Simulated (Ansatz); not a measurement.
`Cc1ccccc1O` → `[CH2]` (triplet) + phenol at 400 K and 1 bar (formal loss of a carbene).

Calculated with Ansatz (gas phase, PBE0-D4/def2-TZVP geometries, no zero-point term in ΔE). CCSD(T)/CBS is the MP2 limit (def2-TZVPP, def2-QZVPP) plus CCSD(T) − MP2 in def2-TZVPP, frozen cores. This one scheme is used for every species. Triplets are unrestricted, without spin–orbit coupling. Each species was taken in one conformer, which may not be the lowest.

| species | CCSD(T)/CBS energy (Eh) | H − E (kJ/mol) | S (J/(mol·K)) |
| --- | --- | --- | --- |
| `Cc1ccccc1O` | -346.36212 | 384.2 | 386.7 |
| `[CH2]` (triplet) | -39.09499 | 59.0 | 205.7 |
| `Oc1ccccc1` | -307.09669 | 304.5 | 346.0 |

H − E and S are ideal-gas, rigid-rotor, harmonic terms from PBE0-D4/def2-TZVP, for one conformer and one mirror image of each species, with the whole ground term of open shells counted as degenerate. 1 Eh = 2625.50 kJ/mol, R = 8.31446 J/(mol·K).

By hand: ΔE, ΔH, ΔS and ΔG.

ΔE = (-39.09499) + (-307.09669) − (-346.36212) = 0.17044 Eh = 447.5 kJ/mol. Δ(H − E) = 59.0 + 304.5 − 384.2 = -20.7, so ΔH = 426.8 kJ/mol. ΔS = 205.7 + 346.0 − 386.7 = 165.0 J/(mol·K). ΔG = 426.8 − 400 × (165.0)/1000 = 360.8 kJ/mol.

By hand: the equilibrium constant, and the temperature at which ΔG would vanish if ΔH and ΔS stayed fixed.

log₁₀ K = −ΔG/(RT ln 10) = -47.1. ΔG = 0 at ΔH/ΔS = 2587 K, far beyond where these terms or the molecules hold.

The number of gas molecules changes by +1, which sets the sign of ΔS. A doubt of 5 kJ/mol in ΔE shifts log₁₀ K by 0.7 here. Other conformers and mirror images would add mixing entropy, several J/(mol·K) or more a flexible species. A triplet takes part, so the spin changes. These are equilibria of isolated gas molecules and say nothing of rates. Largest T1 diagnostic: 0.011 (customary marks: 0.02 for closed shells, 0.045 for open ones).
